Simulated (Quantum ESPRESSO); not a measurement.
# MnS (Fm-3m) in Quantum ESPRESSO: notebook, part 4 of 4

Quantum ESPRESSO 7.5. The steps go on from the part before.

**5. Energy-loss spectrum, PBE**

pw.in

```
&CONTROL
  calculation = 'scf'
  prefix = 'pwscf'
  outdir = './tmp'
  pseudo_dir = './pseudo'
  tprnfor = .true.
  tstress = .true.
  disk_io = 'low'
/
&SYSTEM
  ibrav = 0
  nat = 2
  ntyp = 2
  ecutwfc = 70
  nbnd = 17
  occupations = 'smearing'
  smearing = 'mp'
  degauss = 0.00999582
/
&ELECTRONS
  conv_thr = 4d-10
  electron_maxstep = 120
  mixing_beta = 0.5
/
ATOMIC_SPECIES
Mn    54.9380 Mn_ONCV_PBE-1.2.upf
S     32.0600 S_ONCV_PBE-1.2.upf
CELL_PARAMETERS angstrom
   0.0000000000    2.6045000000    2.6045000000
   2.6045000000    0.0000000000    2.6045000000
   2.6045000000    2.6045000000    0.0000000000
ATOMIC_POSITIONS crystal
Mn     0.0000000000    0.0000000000    0.0000000000
S      0.5000000000    0.5000000000    0.5000000000
K_POINTS automatic
5 5 5 0 0 0
```

scf2.in

```
&CONTROL
  calculation = 'scf'
  prefix = 'pwscf'
  outdir = './tmp'
  pseudo_dir = './pseudo'
  tprnfor = .true.
  tstress = .true.
  disk_io = 'low'
/
&SYSTEM
  ibrav = 0
  nat = 2
  ntyp = 2
  ecutwfc = 70
  nbnd = 17
  occupations = 'smearing'
  smearing = 'mp'
  degauss = 0.00999582
/
&ELECTRONS
  conv_thr = 1d-11
  electron_maxstep = 120
  mixing_beta = 0.5
  startingpot = 'file'
  startingwfc = 'file'
/
ATOMIC_SPECIES
Mn    54.9380 Mn_ONCV_PBE-1.2.upf
S     32.0600 S_ONCV_PBE-1.2.upf
CELL_PARAMETERS angstrom
   0.0000000000    2.6045000000    2.6045000000
   2.6045000000    0.0000000000    2.6045000000
   2.6045000000    2.6045000000    0.0000000000
ATOMIC_POSITIONS crystal
Mn     0.0000000000    0.0000000000    0.0000000000
S      0.5000000000    0.5000000000    0.5000000000
K_POINTS automatic
5 5 5 0 0 0
```

eels.in

```
&LR_INPUT
  prefix = 'pwscf'
  outdir = './tmp'
  restart_step = 5000
  restart = .false.
/
&LR_CONTROL
  calculator = 'lanczos'
  approximation = 'TDDFT'
  q1 = 0.01692266932
  q2 = 0.01692266932
  q3 = 0.01692266932
  itermax = 400
/
```

spectrum.in

```
&LR_INPUT
  prefix = 'pwscf'
  outdir = './tmp'
  eels = .true.
  itermax0 = 400
  itermax = 20000
  extrapolation = 'osc'
  epsil = 0.03
  units = 1
  start = 0
  end = 40
  increment = 0.2
/
```

Potentials or basis: SG15 PBE 1.2.

Command:

```console
OMP_NUM_THREADS=1 pw.x -in pw.in > pw.out
OMP_NUM_THREADS=1 pw.x -in scf2.in > scf2.out
OMP_NUM_THREADS=1 turbo_eels.x -in eels.in > eels.out
OMP_NUM_THREADS=1 turbo_spectrum.x -in spectrum.in > spectrum.out
```

pw.out:

```text
This program is part of the open-source Quantum ESPRESSO suite
     for quantum simulation of materials; please cite
[... 9 lines left out ...]
     --------------------
     sticks:   dense  smooth     PW     G-vecs:    dense   smooth      PW
     Sum         931     931    283                18883    18883    3119

     Using Slab Decomposition

     bravais-lattice index     =            0
     lattice parameter (alat)  =       6.9605  a.u.
     unit-cell volume          =     238.4513 (a.u.)^3
     number of atoms/cell      =            2
     number of atomic types    =            2
     number of electrons       =        21.00
     number of Kohn-Sham states=           17
     kinetic-energy cutoff     =      70.0000  Ry
     charge density cutoff     =     280.0000  Ry
     scf convergence threshold =      4.0E-10
     mixing beta               =       0.5000
     number of iterations used =            8  plain     mixing
     Exchange-correlation= PBE
                           (   1   4   3   4   0   0   0)

     celldm(1)=   6.960465  celldm(2)=   0.000000  celldm(3)=   0.000000
     celldm(4)=   0.000000  celldm(5)=   0.000000  celldm(6)=   0.000000

     crystal axes: (cart. coord. in units of alat)
               a(1) = (   0.000000   0.707107   0.707107 )
               a(2) = (   0.707107   0.000000   0.707107 )
               a(3) = (   0.707107   0.707107   0.000000 )

     reciprocal axes: (cart. coord. in units 2 pi/alat)
               b(1) = ( -0.707107  0.707107  0.707107 )
               b(2) = (  0.707107 -0.707107  0.707107 )
               b(3) = (  0.707107  0.707107 -0.707107 )

     PseudoPot. # 1 for Mn read from file:
     Mn_ONCV_PBE-1.2.upf
     Pseudo is Norm-conserving, Zval = 15.0
     Generated using ONCVPSP code by D. R. Hamann
     Using radial grid of  602 points,  6 beta functions with:
                l(1) =   0
                l(2) =   0
                l(3) =   1
                l(4) =   1
                l(5) =   2
                l(6) =   2

     PseudoPot. # 2 for S  read from file:
     S_ONCV_PBE-1.2.upf
     Pseudo is Norm-conserving, Zval =  6.0
     Generated using ONCVPSP code by D. R. Hamann
     Using radial grid of  602 points,  4 beta functions with:
                l(1) =   0
                l(2) =   0
                l(3) =   1
                l(4) =   1

     atomic species   valence    mass     pseudopotential
     Mn               15.00    54.93800     Mn( 1.00)
     S                 6.00    32.06000     S ( 1.00)

     48 Sym. Ops., with inversion, found

   Cartesian axes

     site n.     atom                  positions (alat units)
         1        Mn     tau(   1) = (   0.0000000   0.0000000   0.0000000  )
         2        S      tau(   2) = (   0.7071068   0.7071068   0.7071068  )

     number of k points=    10  Methfessel-Paxton smearing, width (Ry)=  0.0100
                       cart. coord. in units 2pi/alat
        k(    1) = (   0.0000000   0.0000000   0.0000000), wk =   0.0160000
        k(    2) = (   0.1414214   0.1414214  -0.1414214), wk =   0.1280000
        k(    3) = (   0.2828427   0.2828427  -0.2828427), wk =   0.1280000
        k(    4) = (   0.2828427  -0.0000000   0.0000000), wk =   0.0960000
        k(    5) = (   0.4242641   0.1414214  -0.1414214), wk =   0.3840000
        k(    6) = (  -0.1414214  -0.4242641   0.4242641), wk =   0.3840000
        k(    7) = (   0.0000000  -0.2828427   0.2828427), wk =   0.1920000
        k(    8) = (   0.5656854  -0.0000000   0.0000000), wk =   0.0960000
        k(    9) = (   0.0000000  -0.5656854   0.5656854), wk =   0.1920000
        k(   10) = (  -0.1414214  -0.4242641   0.7071068), wk =   0.3840000

     Dense  grid:    18883 G-vectors     FFT dimensions: (  40,  40,  40)

     Initial potential from superposition of free atoms

     starting charge      20.9350, renormalised to      21.0000
     Starting wfcs are random

     Self-consistent Calculation

     iteration #  1     ecut=    70.00 Ry     beta= 0.50
     Davidson diagonalization with overlap
     ethr =  1.00E-02,  avg # of iterations = 10.3

     Threshold (ethr) on eigenvalues was too large:
     Diagonalizing with lowered threshold

     Davidson diagonalization with overlap
     ethr =  2.02E-04,  avg # of iterations =  3.0

     total energy              =    -219.41902323 Ry
     estimated scf accuracy    <       0.04523396 Ry
[... 50 lines left out ...]
     iteration #  9     ecut=    70.00 Ry     beta= 0.50
     Davidson diagonalization with overlap
     ethr =  5.01E-12,  avg # of iterations =  2.8

     End of self-consistent calculation

          k = 0.0000 0.0000 0.0000 (  2397 PWs)   bands (ev):

   -69.0105 -37.7655 -37.7655 -37.7655  -4.2726   8.3489   8.3489   8.3489
     9.1979   9.1979   9.1979   9.2063   9.2063  12.5993  19.5110  19.5110
    19.5110

          k = 0.1414 0.1414-0.1414 (  2361 PWs)   bands (ev):
[... 19 lines left out ...]
   -69.0100 -37.7724 -37.7679 -37.7676  -3.2601   4.7126   6.3512   6.7821
     9.2343   9.8253  10.0955  10.5105  11.1335  14.6379  16.3228  18.0170
    18.8334

          k =-0.1414-0.4243 0.4243 (  2351 PWs)   bands (ev):

   -69.0099 -37.7737 -37.7692 -37.7674  -2.9793   4.1868   5.8718   6.4038
     9.7911   9.8822  10.0543  10.7638  11.5609  14.6568  16.3203  17.5784
    18.7878

          k = 0.0000-0.2828 0.2828 (  2371 PWs)   bands (ev):
[... 13 lines left out ...]
   -69.0098 -37.7732 -37.7705 -37.7687  -2.8810   4.8313   5.6303   6.6273
     9.0916  10.0318  10.1344  10.2178  10.2765  13.2880  16.9678  19.4343
    20.5294

          k =-0.1414-0.4243 0.7071 (  2358 PWs)   bands (ev):

   -69.0098 -37.7726 -37.7705 -37.7685  -2.9228   4.7719   5.7607   6.1611
     9.5849   9.9061  10.0666  10.1387  10.7184  14.8802  16.9836  17.3817
    19.4334

     the Fermi energy is    10.0554 ev

!    total energy              =    -219.43103094 Ry
     estimated scf accuracy    <          3.8E-11 Ry
     smearing contrib. (-TS)   =      -0.00166848 Ry
     internal energy E=F+TS    =    -219.42936247 Ry

     The total energy is F=E-TS. E is the sum of the following terms:
     one-electron contribution =    -116.50160281 Ry
     hartree contribution      =      64.73195500 Ry
     xc contribution           =     -26.16643255 Ry
     ewald contribution        =    -141.49328211 Ry

     convergence has been achieved in   9 iterations

     Forces acting on atoms (cartesian axes, Ry/au):

     atom    1 type  1   force =    -0.00000000    0.00000000    0.00000000
     atom    2 type  2   force =     0.00000000   -0.00000000   -0.00000000

     Total force =     0.000000     Total SCF correction =     0.000000

     Computing stress (Cartesian axis) and pressure

          total   stress  (Ry/bohr**3)                   (kbar)     P=     -229.40
  -0.00155946  -0.00000000  -0.00000000         -229.40       -0.00       -0.00
  -0.00000000  -0.00155946  -0.00000000           -0.00     -229.40       -0.00
  -0.00000000  -0.00000000  -0.00155946           -0.00       -0.00     -229.40

=------------------------------------------------------------------------------=
   JOB DONE.
=------------------------------------------------------------------------------=
```

scf2.out:

```text
This program is part of the open-source Quantum ESPRESSO suite
     for quantum simulation of materials; please cite
[... 9 lines left out ...]
     --------------------
     sticks:   dense  smooth     PW     G-vecs:    dense   smooth      PW
     Sum         931     931    283                18883    18883    3119
[... 197 lines left out ...]
  -0.00155952   0.00000000   0.00000000         -229.41        0.00        0.00
   0.00000000  -0.00155952   0.00000000            0.00     -229.41        0.00
   0.00000000   0.00000000  -0.00155952            0.00        0.00     -229.41

=------------------------------------------------------------------------------=
   JOB DONE.
=------------------------------------------------------------------------------=
```

Wall time 6.8 min (1 thread of Arm Neoverse V1, shared host); peak memory 0.28 GiB.

Results:

```yaml
Free_energy: -2985.5113 eV
Pressure: -22.9 GPa
Band_gap_on_the_k_mesh: none (metal or under the smearing width)
Peak_of_the_energy-loss_function: 20.4 eV
```

Levels at points of the mesh, in eV from the Fermi level:
```
           k point  band 6  band 7  band 8  band 9  band 10  band 11  band 12  band 13  band 14  band 15
(0.00, 0.00, 0.00)   -1.71   -1.71   -1.71   -0.86    -0.86    -0.86    -0.85    -0.85     2.54     9.46
```

Energy-loss function at q = [0.02887, 0.02887, 0.02887] (Å⁻¹, cartesian):
| energy (eV) | loss |
| --- | --- |
| 0.0 | 0.000 |
| 1.8 | 0.010 |
| 3.4 | 0.059 |
| 5.2 | 0.131 |
| 7.0 | 0.196 |
| 8.6 | 0.265 |
| 10.4 | 0.369 |
| 12.2 | 0.515 |
| 13.8 | 0.685 |
| 15.6 | 0.933 |
| 17.4 | 1.289 |
| 19.0 | 1.658 |
| 20.8 | 1.783 |
| 22.4 | 1.595 |
| 24.2 | 1.302 |
| 26.0 | 0.949 |
| 27.6 | 0.644 |
| 29.4 | 0.419 |
| 31.2 | 0.310 |
| 32.8 | 0.260 |
| 34.6 | 0.213 |
| 36.4 | 0.167 |
| 38.0 | 0.137 |
| 39.8 | 0.116 |

Caveat: the k mesh is coarse (spacing up to 0.42 Å⁻¹), so the values aren't converged; the wave vector is under the mesh spacing, so the intraband response is poorly sampled; the Lanczos chain is short for so many electrons, so humps in the spectrum may be artefacts; so large a pressure means that the cell lies far from this level's equilibrium, or that cutoff or potentials fall short; the run has no spin polarisation, though such a crystal can be magnetic; semilocal functionals often make such compounds metallic where correlation or magnetic order opens a gap, which also shifts bond lengths. Spin polarisation is off, so any magnetic state and its effect on volume and gap are missing.

**6. Summary**

| task | level | potentials or basis | spin | cell | k mesh | cutoff (eV) | smearing | form of the LDA correlation | mixing beta | q mesh | iterations | mesh quality | gap on the mesh (eV) | pressure (GPa) | moment (μB) |
| --- | --- | --- | --- | --- | --- | --- | --- | --- | --- | --- | --- | --- | --- | --- | --- |
| phonon dispersion | LDA | GBRV 1.5 LDA | collinear, ferromagnetic start | relaxed | 10 × 10 × 10 | 612 | cold 0.2 eV | PZ81 | 0.3 | 2 × 2 × 2 | - | not flagged | none | -0.1 | 3.61 |
| phonon dispersion | PBE | GBRV 1.5 PBE | collinear, ferromagnetic start | relaxed | 10 × 10 × 10 | 612 | cold 0.2 eV | - | 0.3 | 2 × 2 × 2 | - | not flagged | none | 0.0 | 4.56 |
| phonon dispersion | PBEsol | GBRV 1.5 PBEsol | collinear, ferromagnetic start | relaxed | 10 × 10 × 10 | 612 | cold 0.2 eV | - | 0.3 | 2 × 2 × 2 | - | not flagged | none | 0.0 | 4.13 |
| energy-loss spectrum | PBE | SG15 PBE 1.2 | off | as given | 5 × 5 × 5 | 952 | methfessel-paxton 0.136 eV | - | 0.5 | - | 400 | coarse | none | -22.9 | - |

Caveats: some runs use coarse meshes; semilocal functionals often make such compounds metallic where correlation or magnetic order opens a gap, which also shifts bond lengths; a cell with one magnetic atom can't hold antiferromagnetic order, which such compounds often take (some runs); some modes are imaginary (some runs); the wave vector is under the mesh spacing, so the intraband response is poorly sampled (some runs); the Lanczos chain is short for so many electrons, so humps in the spectrum may be artefacts (some runs); so large a pressure means that the cell lies far from this level's equilibrium, or that cutoff or potentials fall short (some runs).

Absolute energies hang on the potentials; compare differences alone.
